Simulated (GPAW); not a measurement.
# HfB2 (P6/mmm) in GPAW: notebook

The runs below take HfB2 through single point, relaxation of cell and atoms, with LDA+U, LDA.

All numbers are computed with GPAW 26.7.0; they aren't measurements. Logs are shortened: lines on timing, memory, paths and dates and some standing lists are left out, and cuts for length are marked. The log counts tension as positive stress, the text compression.

### 1 The structure

The structure is hexagonal, space group P6/mmm (No. 191). The conventional cell has a = 3.140 Å, b = 3.140 Å, c = 3.480 Å, α = 90.00°, β = 90.00°, γ = 120.00°. Hf (site symmetry 6/mmm) has 12 B at 2.51 Å as nearest neighbours. B (site symmetry -6m2) is surrounded by 3 B at 1.81 Å.

### 2 Single point, LDA+U

Input file run.py:

```python
from ase.dft.bandgap import bandgap
from ase.io import read, write
from ase.units import GPa
from gpaw import GPAW, PW

atoms = read('HfB2.cif')

calc = GPAW(mode=PW(600),
            xc='LDA',
            kpts={'size': (8, 8, 6), 'gamma': True},
            occupations={'name': 'fermi-dirac', 'width': 0.05},
            setups={'Hf': ':d,2.0'},
            nbands=20,
            maxiter=120,
            txt='gpaw.txt')
atoms.calc = calc
energy = atoms.get_potential_energy()
forces = atoms.get_forces()
stress = atoms.get_stress()
calc.write('gs.gpw')
write('result.traj', atoms)
print(f'Energy: {energy:.6f} eV')
print('Forces (eV/A):')
print(forces.round(4))
print('Stress (GPa):', (stress / GPa).round(3))
print('Fermi level:', round(calc.get_fermi_level(), 4), 'eV')
print(f'Gap: {bandgap(calc)[0]:.4f} eV, direct: {bandgap(calc, direct=True)[0]:.4f} eV')
```

Input file HfB2.cif:

```cif
data_HfB2
_cell_length_a 3.14000000
_cell_length_b 3.14000000
_cell_length_c 3.48000000
_cell_angle_alpha 90.00000000
_cell_angle_beta 90.00000000
_cell_angle_gamma 120.00000000
_space_group_name_H-M_alt 'P1'
_space_group_name_Hall 'P 1'
_space_group_IT_number 1
loop_
_space_group_symop_operation_xyz
'x,y,z'
loop_
_atom_site_label
_atom_site_type_symbol
_atom_site_symmetry_multiplicity
_atom_site_Wyckoff_symbol
_atom_site_fract_x
_atom_site_fract_y
_atom_site_fract_z
_atom_site_occupancy
Hf1 Hf 1 a 0.0000000000 0.0000000000 0.0000000000 1
B1 B 1 a 0.6666666667 0.3333333333 0.5000000000 1
B2 B 1 a 0.3333333333 0.6666666667 0.5000000000 1
```

Potentials or basis: the program's PAW data sets (release 1.2.1) made for this functional, pw.

Started as:

```sh
$ OMP_NUM_THREADS=1 python run.py
```

gpaw.txt:

```text
__  _  _
 | _ |_)|_||  |
 |__||  | ||/\| - 26.7.0

Input parameters:
  mode=PW(ecut=600.0),
  kpts=MonkhorstPack(size=(8, 8, 6), gamma=True),
  maxiter=120,
  nbands=20,
  occupations=Occupations(name='fermi-dirac', width=0.05),
  setups={'Hf': ':d,2.0'},
  xc=XC(name='LDA')

Diagonalizing LCAO Hamiltonian
Converting LCAO to pw mode

         B  B

       Hf

Atoms  # Å, Bohr magnetons
|   | symbol |         x |        y |        z |    initial magnetic moments |
|---|--------|-----------|----------|----------|-----------------------------|
| 0 |     Hf |  0.000000 | 0.000000 | 0.000000 | ( 0.0000,  0.0000,  0.0000) |
| 1 |      B |  1.570000 | 0.906440 | 1.740000 | ( 0.0000,  0.0000,  0.0000) |
| 2 |      B | -0.000000 | 1.812880 | 1.740000 | ( 0.0000,  0.0000,  0.0000) |

Unit cell  # Å
| periodic |         x |        y |        z |  lengths |     angles |
|----------|-----------|----------|----------|----------|------------|
|      yes |  3.140000 | 0.000000 | 0.000000 | 3.140000 |  90.000000 |
|      yes | -1.570000 | 2.719320 | 0.000000 | 3.140000 |  90.000000 |
|      yes |  0.000000 | 0.000000 | 3.480000 | 3.480000 | 120.000000 |

Number of symmetries: 24
Symmetry operations  # r_c * U_cc + t_c -> r_c
|    | kind |            matrix            |
|----|------|------------------------------|
|  0 |  σ   |  1, 1, 0,  0,-1, 0,  0, 0, 1 |
|  1 |  C2  |  1, 1, 0,  0,-1, 0,  0, 0,-1 |
|  2 |  C6  |  1, 1, 0, -1, 0, 0,  0, 0, 1 |
|  3 |  S6  |  1, 1, 0, -1, 0, 0,  0, 0,-1 |
|  4 |  E   |  1, 0, 0,  0, 1, 0,  0, 0, 1 |
|  5 |  σ   |  1, 0, 0,  0, 1, 0,  0, 0,-1 |
|  6 |  σ   |  1, 0, 0, -1,-1, 0,  0, 0, 1 |
|  7 |  C2  |  1, 0, 0, -1,-1, 0,  0, 0,-1 |
|  8 |  σ   |  0, 1, 0,  1, 0, 0,  0, 0, 1 |
|  9 |  C2  |  0, 1, 0,  1, 0, 0,  0, 0,-1 |
| 10 |  C3  |  0, 1, 0, -1,-1, 0,  0, 0, 1 |
| 11 |  S3  |  0, 1, 0, -1,-1, 0,  0, 0,-1 |
| 12 |  C6  |  0,-1, 0,  1, 1, 0,  0, 0, 1 |
| 13 |  S6  |  0,-1, 0,  1, 1, 0,  0, 0,-1 |
| 14 |  σ   |  0,-1, 0, -1, 0, 0,  0, 0, 1 |
| 15 |  C2  |  0,-1, 0, -1, 0, 0,  0, 0,-1 |
| 16 |  σ   | -1, 0, 0,  1, 1, 0,  0, 0, 1 |
| 17 |  C2  | -1, 0, 0,  1, 1, 0,  0, 0,-1 |
| 18 |  C2  | -1, 0, 0,  0,-1, 0,  0, 0, 1 |
| 19 |  i   | -1, 0, 0,  0,-1, 0,  0, 0,-1 |
| 20 |  C3  | -1,-1, 0,  1, 0, 0,  0, 0, 1 |
| 21 |  S3  | -1,-1, 0,  1, 0, 0,  0, 0,-1 |
| 22 |  σ   | -1,-1, 0,  0, 1, 0,  0, 0, 1 |
| 23 |  C2  | -1,-1, 0,  0, 1, 0,  0, 0,-1 |

BZ-sampling:
  Number of BZ points: 384
  Number of IBZ points: 40

  Monkhorst-Pack size: [8, 8, 6]
  Monkhorst-Pack shift: [0.0625, 0.0625, 0.08333333333333333]

K-points  # in reciprocal-cell coordinates
|     |                                coordinates |     weight |
|-----|--------------------------------------------|------------|
|   0 | (  0.00000000,   0.00000000,   0.00000000) | 0.00260417 |
|   1 | (  0.00000000,   0.00000000,   0.16666667) | 0.00520833 |
|   2 | (  0.00000000,   0.00000000,   0.33333333) | 0.00520833 |
|   3 | (  0.00000000,   0.00000000,   0.50000000) | 0.00260417 |
|   4 | (  0.12500000,   0.00000000,   0.00000000) | 0.01562500 |
|   5 | (  0.12500000,   0.00000000,   0.16666667) | 0.03125000 |
|   6 | (  0.12500000,   0.00000000,   0.33333333) | 0.03125000 |
|   7 | (  0.12500000,   0.00000000,   0.50000000) | 0.01562500 |
|   8 | (  0.25000000,  -0.12500000,   0.00000000) | 0.01562500 |
|   9 | (  0.25000000,  -0.12500000,   0.16666667) | 0.03125000 |
| ... |                                            |            |
|  39 | (  0.50000000,   0.50000000,   0.50000000) | 0.00781250 |

Plane wave coefficients: 1010
Cutoff: 600.0 eV

Spin-components: 1 (collinear spins)
Bands:           20
Projectors:      16
Spin-degeneracy: 2
Datatype:        complex128

Parallelization:
  kpt:    1
  domain: 1
  band:   1

Density:
  Valence electrons: 18.0
  Components: 1
  Grid points: [18 18 20]
  Charge: 0.0  # |e|

Potential:
  Grid points: [18 18 20]

species:
  Hf:
    name:    Hafnium
    Z:       72.0
    valence: 12
    core:    60
    charge:  0.0  # [|e|]
    Hubbard: {U: 2.0,  # eV
              l: 2,
              scale: True}
    compensation charges:
      type: gauss
      rc: 0.41  # [Å]
      lmax: 2
    cutoffs:
      filter: 2.36  # [Å]
      core: 4.02  # [Å]
    projectors
    | kind |    occ | energy [eV] | rcut [Å] |
    |------|--------|-------------|----------|
    |   5s |  2.000 |     -66.988 |    1.397 |
    |   6s |  2.000 |      -5.250 |    1.397 |
    |   5p |  6.000 |     -35.740 |    1.307 |
    |   6p |  0.000 |      -1.470 |    1.307 |
    |   5d |  2.000 |      -2.880 |    1.334 |
    |    d |        |      24.331 |    1.334 |

    Using partial waves for Hf as LCAO basis

  B:
    name:    Boron
    Z:       5.0
    valence: 3
    core:    2
    charge:  0.0  # [|e|]
    compensation charges:
      type: gauss
      rc: 0.20  # [Å]
      lmax: 2
    cutoffs:
      filter: 1.14  # [Å]
      core: 1.42  # [Å]
    projectors
    | kind |    occ | energy [eV] | rcut [Å] |
    |------|--------|-------------|----------|
    |   2s |  2.000 |      -9.383 |    0.635 |
    |   2p |  1.000 |      -3.714 |    0.635 |
    |    s |        |      17.828 |    0.635 |
    |    p |        |      23.498 |    0.635 |
    |    d |        |       0.000 |    0.635 |

    Using partial waves for B as LCAO basis

Reference energy: -410966.557056  # eV

eigensolver:
  PPCG
  Converge bands: occupied
  niter=2

density mixing:
  MSR1-Mixer
  Pratt-step length: 0.05
  Maximum mixing coefficient: 0.75
  Old densities: 10
  SVD Regularization: 0.005
  Good broyden scale: 1.0
  Trust region scale: 1.0
  Backstep threshold: 4.0
  History deletion threshold: 6.0
  Fourier metric: weight=20.0, sigma=0.015

occupation numbers:
  Fermi-Dirac:
    width: 0.0500  # eV

poisson solver:
  ecut: 4800.0  # eV

xc functional:
  name: None

convergence criteria:
- Maximum [total energy] change in last 3 cyles: 0.0005 eV / valence electron
- Maximum integral of absolute [dens]ity change: 0.0001 electrons / valence electron
- Maximum integral of absolute [eigenst]ate change: 4e-08 eV^2 / valence electron
maximum number of iterations: 120

SCF iterations
|iter     | |      energy | eigst |  dens |
|---------|-|-------------|-------|-------|
|iter:   1| |  -26.248329 | -0.02 |       |
|iter:   2| |  -25.852340 | -2.47 | -0.92 |
|iter:   3| |  -24.592476 | -1.41 | -0.97 |
|iter:   4| |  -24.609696 | -3.11 | -1.75 |
|iter:   5| |  -24.619873 | -3.61 | -2.08 |
|iter:   6| |  -24.620149 | -5.19 | -2.91 |
|iter:   7| |  -24.620155c| -6.95 | -3.92 |
|iter:   8| |  -24.620156c| -7.77c| -4.30c|

Converged in 8 steps
Energy contributions relative to reference atoms: (reference = -410966.557056)

Energy contributions:
  Kinetic:          22.533752
  Coulomb:         -20.174727
  Zero:             -0.429739
  External:          0.000000
  Xc:              -26.548333
  Entropy:          -0.002217
  Spinorbit:         0.000000
  ----------------------------
  Free energy:     -24.621264
  Extrapolated:    -24.620156

dipole moment: (-5.700236, -9.873099, -12.634919)  # |e|*Ang

Fermi level: 12.791
Eigenvalues  # (at kpt = [0.000, 0.000, 0.000])
| band index |      eig [eV] | occ [0-2] |
|------------|---------------|-----------|
|          0 |       -49.498 |     2.000 |
|          1 |       -18.561 |     2.000 |
|          2 |       -18.063 |     2.000 |
|          3 |       -18.063 |     2.000 |
|          4 |        -1.138 |     2.000 |
|          5 |         9.662 |     2.000 |
|          6 |         9.694 |     2.000 |
|          7 |         9.694 |     2.000 |
|          8 |         9.710 |     2.000 |
|          9 |        16.820 |     0.000 |
|         10 |        16.820 |     0.000 |
|         11 |        17.293 |     0.000 |
|         12 |        17.293 |     0.000 |
|         13 |        17.490 |     0.000 |
|         14 |        17.490 |     0.000 |
|         15 |        17.659 |     0.000 |
|         16 |        20.223 |     0.000 |
|        ... |               |           |
|         19 |        33.701 |     0.000 |

No gap
No difference between direct/indirect transitions

Forces  # eV/Ang
|        x |        y |       z |
|----------|----------|---------|
| -0.00000 | -0.00000 | 0.00000 |  # Hf   0
|  0.00000 | -0.00000 | 0.00000 |  # B    1
|  0.00000 |  0.00000 | 0.00000 |  # B    2

Stress tensor  # eV/Ang^3
|         x |         y |        z |
|-----------|-----------|----------|
|  0.029527 | -0.000000 | 0.000000 |
| -0.000000 |  0.029527 | 0.000000 |
|  0.000000 |  0.000000 | 0.019761 |

# Writing to gs.gpw (mode='')
```

Wall time 14 s (1 thread of Arm Neoverse V1, shared host); peak memory 0.17 GiB.

Results:

| Property | Result |
| --- | --- |
| Free energy | -24.6213 eV |
| Pressure | -4.2 GPa |
| Band gap on the k mesh | none (metal or under the smearing width) |

Caveat: the cutoff is short for stress and forces, so pressures can be off by a GPa or more; U without spin polarisation on a metal has little footing; the U is typed as a test and isn't derived for this compound. Spin-orbit coupling is left out, which matters for the levels of Hf.

### 3 Relaxation of cell and atoms, LDA

Input file run.py:

```python
from ase import Atoms
from ase.filters import FrechetCellFilter
from ase.io import write
from ase.optimize import BFGS
from gpaw import GPAW, PW

atoms = Atoms(['Hf', 'B', 'B'],
              cell=[[3.14, 0.0, 0.0],
                    [-1.57, 2.7193197679, 0.0],
                    [0.0, 0.0, 3.48]],
              scaled_positions=[[0.0, 0.0, 0.0],
                                [0.6666666667, 0.3333333333, 0.5],
                                [0.3333333333, 0.6666666667, 0.5]],
              pbc=True)

calc = GPAW(mode=PW(800),
            xc='LDA',
            kpts={'size': (7, 7, 6), 'gamma': True},
            occupations={'name': 'fermi-dirac', 'width': 0.05},
            nbands=20,
            convergence={'density': 1e-05, 'forces': 0.0001},
            maxiter=150,
            txt='gpaw.txt')
atoms.calc = calc
opt = BFGS(FrechetCellFilter(atoms), trajectory='relax.traj', logfile='-')
done = opt.run(fmax=0.02, steps=60)
calc.write('gs.gpw')
write('result.traj', atoms)
print('Converged:', done)
print('Cell:', atoms.cell.cellpar().round(4))
print('Volume:', round(atoms.get_volume(), 4))
print(atoms.get_scaled_positions().round(5))
```

Potentials or basis: the program's PAW data sets (release 1.2.1) made for this functional, pw.

Started as:

```sh
$ OMP_NUM_THREADS=1 python run.py
```

Wall time 62 s (1 thread of Intel Xeon 6975P-C (Granite Rapids), shared host); peak memory 0.23 GiB.

Results (log left out):

```yaml
Free_energy: -26.5700 eV
Relaxed_volume: 9.54 Å³/atom
Relaxed_cell: a = 3.105 Å, b = 3.105 Å, c = 3.427 Å, α = 90.00°, β = 90.00°, γ = 120.00°
Space_group_after_relaxing_to_0.05_Å: P6/mmm (No. 191)
Energy_gained_by_relaxing: 11.1 meV/atom
Ionic_steps: 7
Pressure_after_relaxing: -0.1 GPa
Band_gap_on_the_k_mesh: none (metal or under the smearing width)
```

Step by step:
| step | energy change (eV) | largest force (eV/Å) | pressure (GPa) | volume (Å³) |
| --- | --- | --- | --- | --- |
| 1 | 0.0000 | 0.0000 | -9.71 | 29.71 |
| 2 | -0.0135 | 0.0000 | -7.62 | 29.46 |
| 3 | -0.0329 | 0.0000 | 0.32 | 28.59 |
| 4 | -0.0330 | 0.0000 | 0.01 | 28.62 |
| 5 | -0.0331 | 0.0000 | -0.16 | 28.63 |
| 6 | -0.0332 | 0.0000 | -0.22 | 28.64 |
| 7 | -0.0332 | 0.0000 | -0.10 | 28.62 |

Final structure:
```cif
data_structure
_symmetry_space_group_name_H-M 'P 1'
_symmetry_Int_Tables_number 1
_cell_length_a 3.1054
_cell_length_b 3.1054
_cell_length_c 3.4271
_cell_angle_alpha 90.000
_cell_angle_beta 90.000
_cell_angle_gamma 120.000
_cell_volume 28.62
loop_
_atom_site_label
_atom_site_type_symbol
_atom_site_fract_x
_atom_site_fract_y
_atom_site_fract_z
_atom_site_occupancy
Hf1 Hf 0.00000 0.00000 0.00000 1
B1 B 0.66667 0.33333 0.50000 1
B2 B 0.33333 0.66667 0.50000 1
```

Levels at points of the mesh, in eV from the Fermi level:
```csv
k point,band 7,band 8,band 9,band 10,band 11,band 12
"(0.00, 0.00, 0.00)",-2.81,-2.81,-2.47,4.30,4.30,5.01
"(0.00, 0.00, 0.50)",-1.00,-1.00,0.45,0.45,1.17,1.17
```

Caveat: later steps reuse the first step's grids.

### 4 Relaxation of cell and atoms, LDA, target pressure 2 GPa, at which the enthalpy is minimised

Changes to run.py since step 3:

```diff
@@ -4,2 +4,3 @@
 from ase.optimize import BFGS
+from ase.units import GPa
 from gpaw import GPAW, PW
@@ -24,3 +25,3 @@
 atoms.calc = calc
-opt = BFGS(FrechetCellFilter(atoms), trajectory='relax.traj', logfile='-')
+opt = BFGS(FrechetCellFilter(atoms, scalar_pressure=2 * GPa), trajectory='relax.traj', logfile='-')
 done = opt.run(fmax=0.02, steps=60)
```

Started as:

```sh
$ OMP_NUM_THREADS=1 python run.py
```

Run time: 52 s. Hardware: 1 thread of Intel Xeon 6975P-C (Granite Rapids), shared host; peak memory 0.24 GiB.

Results (log left out):

* Free energy: -26.5687 eV
* Relaxed volume: 9.47 Å³/atom
* Relaxed cell: a = 3.099 Å, b = 3.099 Å, c = 3.418 Å, α = 90.00°, β = 90.00°, γ = 120.00°
* Space group after relaxing (to 0.05 Å): P6/mmm (No. 191)
* Energy change on relaxing (the enthalpy is what falls): -10.6 meV/atom
* Ionic steps: 7
* Pressure after relaxing: 1.9 GPa
* Band gap on the k mesh: none (metal or under the smearing width)

The path:
| step | energy change (eV) | largest force (eV/Å) | pressure (GPa) | volume (Å³) |
| --- | --- | --- | --- | --- |
| 1 | 0.0000 | 0.0000 | -9.71 | 29.71 |
| 2 | -0.0158 | 0.0000 | -7.18 | 29.41 |
| 3 | -0.0308 | 0.0000 | 2.45 | 28.37 |
| 4 | -0.0315 | 0.0000 | 2.01 | 28.41 |
| 5 | -0.0318 | 0.0000 | 1.84 | 28.43 |
| 6 | -0.0321 | 0.0000 | 1.75 | 28.44 |
| 7 | -0.0319 | 0.0000 | 1.88 | 28.42 |

Final structure:
```
Hf B
1.0
     3.09863    0.00000    0.00000
    -1.54931    2.68349    0.00000
     0.00000    0.00000    3.41795
Hf B
1 2
Direct
  0.00000 0.00000 0.00000
  0.66667 0.33333 0.50000
  0.33333 0.66667 0.50000
```

Levels at points of the mesh, in eV from the Fermi level:
```
           k point  band 6  band 7  band 8  band 9  band 10  band 11  band 12  band 13
(0.00, 0.00, 0.00)   -2.90   -2.83   -2.83   -2.46     4.34     4.34     5.06     5.06
(0.00, 0.00, 0.50)   -8.27   -1.01   -1.01    0.44     0.44     1.18     1.18     2.55
```

Caveat: later steps reuse the first step's grids. LDA usually gives volumes a few per cent too small.

### 5 The runs side by side

```tsv
task	level	U	cell	k mesh	cutoff (eV)	maxiter	convergence	optimizer	fmax	max steps	gap on the mesh (eV)	pressure (GPa)
single point	LDA+U	Hf d U = 2 eV	as given	8 × 8 × 6	600	120	default	-	-	-	none	-4.2
relaxation of cell and atoms	LDA	-	relaxed	7 × 7 × 6	800	150	density=1e-05 forces=0.0001	BFGS	0.02 eV/Å	60	none	-0.1
relaxation of cell and atoms	LDA	-	relaxed to 2 GPa	7 × 7 × 6	800	150	density=1e-05 forces=0.0001	BFGS	0.02 eV/Å	60	none	1.9
```

Alike in all rows: potentials or basis the program's PAW data sets (release 1.2.1) made for this functional, pw; no spin polarisation; smearing fermi-dirac 0.05 eV.

Caveats: later steps reuse the first step's grids (some runs); the cutoff is short for stress and forces, so pressures can be off by a GPa or more (some runs); U without spin polarisation on a metal has little footing (some runs); the U is typed as a test and isn't derived for this compound (some runs).

Total energies depend on the potentials used, so only differences within one code and one set of settings carry meaning.
